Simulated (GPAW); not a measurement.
# Calculated records

### How the form of the self-energy moves the gap of LiF (Griceite)

The structure is cubic, space group Fm-3m (No. 225). Conventional cell: a = 4.028 Å, b = 4.028 Å, c = 4.028 Å, α = 90.00°, β = 90.00°, γ = 90.00°. Li has 6 F at 2.01 Å nearest. Nearest to F lie 6 Li at 2.01 Å. Farther neighbours and most contacts between anions are not listed.

```
Li F
1.0
     0.00000    2.01400    2.01400
     2.01400    0.00000    2.01400
     2.01400    2.01400    0.00000
Li F
1 1
Direct
  0.00000 0.00000 0.00000
  0.50000 0.50000 0.50000
```

```
method                         : DFT, PBE, plane waves, PAW (and 1 further level or step)
program                        : GPAW 26.7.0
settings of one run            : cutoff 600 eV, GPAW PAW setups 1.2.1 data release, 8×8×8 k-mesh, nbands 95
cost                           : 3 runs, 2.7 min in all on 4 MPI ranks of Intel Xeon 6975P-C (Granite Rapids), shared host (the runs of this entry)
notes                          : The cell and positions come from the Crystallography Open Database and are kept as given unless a step says otherwise. Bands and cutoff are finite, so the gap is not at the basis limit. The miss can reach some tenths of an eV and take either sign; the mesh is an error of its own.
G0W0, Godby-Needs plasmon pole : 13.301 eV
G0W0 with rALDA vertex         : 13.304 eV
known limits                   : not at the basis limit
```

G0W0 with rALDA vertex: +0.004 eV against G0W0, Godby-Needs plasmon pole, at other bands or cutoff, so not like for like. With the rALDA kernel as a vertex the gap is 12.89 eV (in the polarisability), 13.78 eV (in the self-energy) and 13.39 eV (in both), against 13.30 eV without.

[Paths, hosts, dates, memory and timing lines, banners, echoed tables and standing remarks are left out of the program output.]

[Logs are printed without paths, hosts, clocks, repeated set-up lines and the standing remarks that a program may print on its own settings, such as how far it seeks lower states.]

[Runs of the session that timed out or met a known fault of the program may be left out.]

[Hosts, paths, dates, database ids (printed as entryN), source tags and the programs' standing remarks are cut or masked in the printed files.]
